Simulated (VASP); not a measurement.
GaS:

```
Ga S
1.0
     3.58824    0.00000    0.00000
    -1.79412    3.10751    0.00000
     0.00000    0.00000   15.42278
Ga S
4 4
Direct
  0.33333 0.66667 0.17063
  0.66667 0.33333 0.67063
  0.33333 0.66667 0.32937
  0.66667 0.33333 0.82937
  0.33333 0.66667 0.59996
  0.66667 0.33333 0.09996
  0.33333 0.66667 0.90004
  0.66667 0.33333 0.40004
```

Base run:

| Property | Result |
| --- | --- |
| Program | VASP 6.6.1 |
| Functional | HSE06 |
| Potentials or basis | VASP PAW PBE potentials, release 64 (Ga_d, S) |
| Cutoff | 520 eV |
| k mesh | 6 × 6 × 1 |
| Occupations | gaussian, width 0.03 eV |
| Spin | no spin polarisation |

Its results: band gap on the k mesh 2.28 eV, indirect (least direct gap 2.69 eV); pressure 0.2 GPa; largest force 0.333 eV/Å.

Task: After a change of settings the same cell gave: band gap on the k mesh 2.99 eV, indirect (least direct gap 3.39 eV); pressure -0.1 GPa; largest force 0.337 eV/Å. Which change was it?
A. functional from HSE06 to PBE-EpsX
B. functional from HSE06 to PBE0
C. functional from HSE06 to PBE; further incar settings from ALGO = Normal; EDIFF = 1e-06; NBANDS = 48 to ALGO = Fast; EDIFF = 1e-06; NBANDS = 48

Result: B.

Caveats: the PAW data sets were made with another functional, which shifts forces and pressure a little; this functional lacks dispersion, which binds the layers, so the pressure and a relaxed spacing across them are unreliable.
